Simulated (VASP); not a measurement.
Calculation: RPBE GGA, VASP's PBE PAW potentials (set 64) (plane waves; VASP 6.6.1).

A VASP calculation is set up with these files.

File POSCAR:
```
AlSb
1.0
  0.0000000000   3.0700000000   3.0700000000
  3.0700000000   0.0000000000   3.0700000000
  3.0700000000   3.0700000000   0.0000000000
Al Sb
1 1
Direct
  0.0000000000   0.0000000000   0.0000000000
  0.2500000000   0.2500000000   0.2500000000
```

### KPOINTS
```
Automatic mesh
0
Gamma
7 7 7
0 0 0
```

INCAR:
```
! general
SYSTEM  = AlSb
PREC    = Accurate
ENCUT   = 520   ! plane-wave cut-off (eV)
LREAL   = .False.   ! projection in real space or not
LASPH   = .True.

! electronic loop
EDIFF   = 1E-6   ! SCF stop (eV)
NELM    = 100   ! most electronic steps
ALGO    = Normal   ! blocked Davidson
LMAXMIX = 4

! smearing
ISMEAR  = 0   ! Gaussian
SIGMA   = 0.05

! functional
GGA     = RP

! ions
IBRION  = 2   ! conjugate gradients
NSW     = 60
ISIF    = 3   ! ions, shape and volume
EDIFFG  = -0.01   ! ionic stop

! output
LWAVE   = .False.
LCHARG  = .False.
```

POTCAR, in this order: Al Sb (PBE.64 set). Program: vasp_std.

Output

OSZICAR:
```
       N       E                     dE             d eps       ncg     rms          rms(c)
DAV:   1     0.164645351786E+02    0.16465E+02   -0.27006E+03   320   0.719E+02
DAV:   2    -0.703660105119E+01   -0.23501E+02   -0.23372E+02   400   0.880E+01
DAV:   3    -0.765367515850E+01   -0.61707E+00   -0.61707E+00   416   0.175E+01
DAV:   4    -0.765759916871E+01   -0.39240E-02   -0.39240E-02   472   0.171E+00
DAV:   5    -0.765762912033E+01   -0.29952E-04   -0.29952E-04   432   0.119E-01    0.372E+00
DAV:   6    -0.761670039283E+01    0.40929E-01   -0.74173E-02   376   0.139E+00    0.234E+00
DAV:   7    -0.761031168929E+01    0.63887E-02   -0.82207E-02   352   0.171E+00    0.406E-01
DAV:   8    -0.761257937176E+01   -0.22677E-02   -0.72612E-03   328   0.513E-01    0.103E-01
DAV:   9    -0.761330953890E+01   -0.73017E-03   -0.11334E-03   400   0.221E-01    0.410E-02
DAV:  10    -0.761339975061E+01   -0.90212E-04   -0.92910E-05   416   0.611E-02    0.185E-02
DAV:  11    -0.761347752233E+01   -0.77772E-04   -0.21729E-04   352   0.990E-02    0.691E-03
DAV:  12    -0.761347877422E+01   -0.12519E-05   -0.20040E-06   480   0.118E-02    0.323E-03
DAV:  13    -0.761347914421E+01   -0.36999E-06   -0.37995E-07   320   0.441E-03
   1 F= -.76134791E+01 E0= -.76134791E+01  d E =-.761348E+01
       N       E                     dE             d eps       ncg     rms          rms(c)
DAV:   1    -0.774164995059E+01   -0.12817E+00   -0.24926E+00   376   0.801E+00    0.128E+00
DAV:   2    -0.767574621490E+01    0.65904E-01   -0.13385E-01   344   0.212E+00    0.840E-01
DAV:   3    -0.765296841896E+01    0.22778E-01   -0.72479E-02   352   0.124E+00    0.185E-01
DAV:   4    -0.765174831086E+01    0.12201E-02   -0.27511E-03   336   0.348E-01    0.204E-01
DAV:   5    -0.765146357416E+01    0.28474E-03   -0.62578E-04   408   0.146E-01    0.917E-02
DAV:   6    -0.765151466687E+01   -0.51093E-04   -0.77338E-05   360   0.574E-02    0.206E-02
DAV:   7    -0.765153882804E+01   -0.24161E-04   -0.42942E-05   376   0.411E-02    0.138E-02
DAV:   8    -0.765154077331E+01   -0.19453E-05   -0.53559E-06   408   0.159E-02    0.337E-03
DAV:   9    -0.765154087682E+01   -0.10350E-06   -0.18347E-07   200   0.320E-03
   2 F= -.76515409E+01 E0= -.76515409E+01  d E =-.380617E-01
       N       E                     dE             d eps       ncg     rms          rms(c)
DAV:   1    -0.766514691671E+01   -0.13606E-01   -0.20945E-01   352   0.238E+00    0.374E-01
DAV:   2    -0.765981212811E+01    0.53348E-02   -0.10105E-02   352   0.575E-01    0.239E-01
DAV:   3    -0.765794291658E+01    0.18692E-02   -0.59423E-03   344   0.357E-01    0.578E-02
DAV:   4    -0.765785585944E+01    0.87057E-04   -0.22561E-04   360   0.101E-01    0.647E-02
DAV:   5    -0.765783599728E+01    0.19862E-04   -0.42660E-05   408   0.390E-02    0.296E-02
DAV:   6    -0.765783933923E+01   -0.33420E-05   -0.70528E-06   360   0.175E-02    0.577E-03
DAV:   7    -0.765784074691E+01   -0.14077E-05   -0.29990E-06   368   0.110E-02    0.355E-03
DAV:   8    -0.765784092029E+01   -0.17337E-06   -0.53313E-07   328   0.495E-03
   3 F= -.76578409E+01 E0= -.76578409E+01  d E =-.443618E-01
```

File OUTCAR:
```
------------------------ aborting loop because EDIFF is reached ----------------------------------------
  FORCE on cell =-STRESS in cart. coord.  units (eV):
  Direction    XX          YY          ZZ          XY          YZ          ZX
  --------------------------------------------------------------------------------------
  Total        0.0043605      0.0043605      0.0043605      0.0000000      0.0000000      0.0000000
  in kB        0.1127693      0.1127693      0.1127693      0.0000000      0.0000000      0.0000000
  external PRESSURE =       0.1127693 kB  Pullay stress =       0.0000000 kB
  volume of cell :       61.95
      direct lattice vectors                 reciprocal lattice vectors
     0.000000000  3.140582849  3.140582849    -0.159206117  0.159206117  0.159206117
     3.140582849  0.000000000  3.140582849     0.159206117 -0.159206117  0.159206117
     3.140582849  3.140582849  0.000000000     0.159206117  0.159206117 -0.159206117
 POSITION                                       TOTAL-FORCE (eV/Angst)
 -----------------------------------------------------------------------------------
      0.00000      0.00000      0.00000        -0.000000     -0.000000     -0.000000
      1.57029      1.57029      1.57029         0.000000      0.000000      0.000000
 -----------------------------------------------------------------------------------
    total drift:                               -0.000000     -0.000000     -0.000000
  FREE ENERGIE OF THE ION-ELECTRON SYSTEM (eV)
  ---------------------------------------------------
  free  energy   TOTEN  =        -7.6578409203 eV

  energy  without entropy=       -7.6578409203  energy(sigma->0) =       -7.65784092

 reached required accuracy - stopping structural energy minimisation
```
(Selected blocks of OUTCAR.)

CONTCAR:
```
AlSb
   1.00000000000000
     0.0000000000000000    3.1405828489500083    3.1405828489500083
     3.1405828489500083    0.0000000000000000    3.1405828489500083
     3.1405828489500083    3.1405828489500083    0.0000000000000000
  Al              Sb
     1     1
Direct
     0.0000000000000000    0.0000000000000000    0.0000000000000000
     0.2500000000000000    0.2500000000000000    0.2500000000000000
```

### OUTCAR
```
 val. band max:        4.2546050062   @ k =   0.0000   0.0000   0.0000

 cond. band min:       5.4384206060   @ k =   0.0000   0.0000   0.0000


 Fermi energy:         4.4708502184

 k-point     1 :       0.0000    0.0000    0.0000
  band No.  band energies     occupation
      1      -6.0588      2.00000
      2       4.2546      2.00000
      3       4.2546      2.00000
      4       4.2546      2.00000
      5       5.4384      0.00000
      6       7.3260      0.00000
      7       7.3260      0.00000
      8       7.3260      0.00000

 k-point     2 :       0.1429    0.0000    0.0000
  band No.  band energies     occupation
      1      -5.8878      2.00000
      2       2.5723      2.00000
      3       4.0372      2.00000
      4       4.0372      2.00000
      5       6.0970      0.00000
      6       7.6589      0.00000
      7       7.6589      0.00000
      8       8.0904      0.00000

 k-point     3 :       0.2857    0.0000    0.0000
  band No.  band energies     occupation
      1      -5.4245      2.00000
      2       0.6305      2.00000
      3       3.6674      2.00000
      4       3.6674      2.00000
      5       5.7912      0.00000
      6       8.0350      0.00000
      7       8.0350      0.00000
      8      10.1240      0.00000

 k-point     4 :       0.4286    0.0000    0.0000
  band No.  band energies     occupation
      1      -4.9100      2.00000
      2      -0.6648      2.00000
      3       3.4370      2.00000
      4       3.4370      2.00000
      5       5.5294      0.00000
      6       8.0063      0.00000
      7       8.0063      0.00000
      8      10.9984      0.00000

 k-point     5 :       0.1429    0.1429    0.0000
  band No.  band energies     occupation
      1      -5.8298      2.00000
      2       2.5797      2.00000
      3       3.6444      2.00000
      4       3.6444      2.00000
      5       6.5906      0.00000
      6       7.1684      0.00000
      7       8.2746      0.00000
...
```

Energy and stress use the plane-wave basis of the starting cell. Unless said otherwise, spin-orbit coupling is left out, though it shifts the bands of the heavy elements here.

The compound is AlSb in the zinc blende structure. This run relaxes it. Symmetry was kept, so distortions that lower it aren't found.
